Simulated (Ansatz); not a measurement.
CdS (started from an entry of an open crystallographic database) at its r2SCAN geometry, in Ansatz 0.2.0. The base run uses PBEsol on a modest mesh; each further run changes one setting, sensibly or not. Doubtful ones may also carry a cap on iterations. All numbers are computed, and spin polarisation is off unless an edit sets a moment.

Base input:
```yaml
crystal:
  lattice:
    - [4.1646212372, 0.0, 0.0]
    - [-2.0823106186, 3.6066677886, 0.0]
    - [0.0, 0.0, 6.7659754123]
  atoms:
    - { symbol: Cd, position: [0.3333333333, 0.6666666667, -0.0009650885] }
    - { symbol: Cd, position: [0.6666666667, 0.3333333333, 0.4990349115] }
    - { symbol: S, position: [0.3333333333, 0.6666666667, 0.3759650885] }
    - { symbol: S, position: [0.6666666667, 0.3333333333, 0.8759650885] }
kpoints:
  mp_grid: { grid: [6, 6, 4] }
hamiltonian:
  xc: pbesol
scf:
  occupations: { method: fixed }
  n_extra_bands: 5
output:
  forces: true
  stress: true
  eigenvalues: true
```

Base results:
```
Basis set: ecut = 420 eV, 1985 PW (Γ)
Symmetry: 12 space group operations
Space group: P63mc (ITA 186)
k-points: 21 of 144 (time reversal used)
SCF converged after 7 iterations
Free energy (F): -18140.436026 eV
Fermi energy:    6.468844 eV
--- Stress (GPa, compression-positive) ---
       -1.618234       0.000000       0.000000
        0.000000      -1.618234       0.000000
        0.000000       0.000000      -1.574447
  P = ⅓ Tr σ = -1.6036 GPa (-16.036 kbar)
--- Band table (eV; the first three rows and the last of 21) ---
  k-point 0: bands = […, 2.1637, 5.7290, 5.7290, 6.4299, 6.4688, 6.4688, 7.5020, 9.1039, 12.8282, 12.8282, …]
  k-point 1: bands = […, 2.7580, 5.4142, 5.8312, 5.8312, 6.3538, 6.3538, 8.4135, 9.1788, 12.6390, 12.8964, …]
  k-point 2: bands = […, 4.0137, 4.0137, 6.0861, 6.0861, 6.0861, 6.0861, 9.1643, 9.1643, 12.4868, 12.4868, …]
  k-point 20: bands = […, 2.4922, 2.4922, 4.0805, 4.0805, 5.3834, 5.3834, 10.7261, 10.7261, 12.4384, 12.4384, …]
```
The gap over this mesh is 1.033 eV.

Command: `ansatz run input.yaml --threads 4 --pin off --max-ram 3686MiB --backend cpu --events-out ev --progress --plain --runs-dir out`. It took 2.6 s on 4 threads of Arm Neoverse N1, with other jobs on the host, load about 0.7 per core; peak host memory 0.37 GiB.

Problem. What happens with this change?
```yaml
scf:
  mixing: { ndim: 1 }
  max_iter: 89
```

Solution. It converges in 21 iterations against the base's 7. The result is the base's, as it should be for a key that only affects how the solution is found.

Problem. The input is altered as follows. How does the run end?
```yaml
scf:
  mixing: { preconditioner: kerker }
```

Solution. It converges in 8 iterations against the base's 7. This key steers the way to the solution, not the solution: the results stay as they were.

Problem. The input is altered as follows. How does the run end?
```yaml
kpoints:
  mp_grid: { grid: [8, 8, 1] }
```

Solution. The free energy moves by -50 meV an atom, the mean stress by -0.53 GPa (single components by up to 3.5) and the gap on the mesh by +0.023 eV (to 1.056). The mesh is too coarse.
```
k-points: 10 of 64
SCF converged after 7 iterations
Free energy (F): -18140.637494 eV
Fermi energy:    6.429556 eV
--- Forces (eV/Å), atoms counted from 1 ---
  atom   1  Cd      0.00000      0.00000    -0.14463
  atom   2  Cd      0.00000      0.00000    -0.14463
  atom   3  S       0.00000      0.00000      0.14465
  atom   4  S       0.00000      0.00000      0.14465
--- Stress (GPa, compression-positive) ---
       -0.661653       0.000000       0.000000
        0.000000      -0.661653       0.000000
        0.000000       0.000000      -5.078569
  P = ⅓ Tr σ = -2.1340 GPa (-21.340 kbar)
```

One of the further runs printed
```
SCF converged after 7 iterations
Free energy (F): -18140.440429 eV
Fermi energy:    6.468478 eV
--- Stress (GPa, compression-positive) ---
       -1.619821       0.000000       0.000000
        0.000000      -1.619821       0.000000
        0.000000       0.000000      -1.576102
  P = ⅓ Tr σ = -1.6052 GPa (-16.052 kbar)
```

Problem. Which setting had been changed?
A. scf.occupations: tetrahedron
B. basis.ecutwfc: 900
C. scf.occupations: gaussian 4
D. scf.mixing.ndim: 2

Solution. B. 6279 plane waves in place of 1985. The free energy moves by -1.1 meV an atom, the mean stress by 0.00 GPa and the gap on the mesh by 0.000 eV (to 1.033). The base cutoff was converged to that degree.

Problem. These lines are set or replaced. What follows?
```yaml
scf:
  max_iter: 86
basis:
  ecutrho_ratio: 8
```

Solution. Energy, stress and gap stay within 1 meV an atom, 0.1 GPa and 0.005 eV of the base. The result hardly depends on this setting here.

Problem. These lines are set or replaced. What follows?
```yaml
scf:
  occupations: { method: gaussian, width: 0.05 }
```

Solution. Energy, stress and gap stay within 1 meV an atom, 0.1 GPa and 0.005 eV of the base. The width is small against the gap, so it doesn't matter.

Problem. These lines are set or replaced. What follows?
```yaml
scf:
  n_extra_bands: 1
```

Solution. Energy, stress and gap stay within 1 meV an atom, 0.1 GPa and 0.005 eV of the base. Empty bands don't enter the energy of an insulator with fixed occupations.

Problem. These lines are set or replaced. What follows?
```yaml
scf:
  mixing: { beta: 0.05 }
  max_iter: 69
```

Solution. It converges in 8 iterations against the base's 7. This key steers the way to the solution, not the solution: the results stay as they were.

The runs are scalar-relativistic, without spin-orbit coupling.
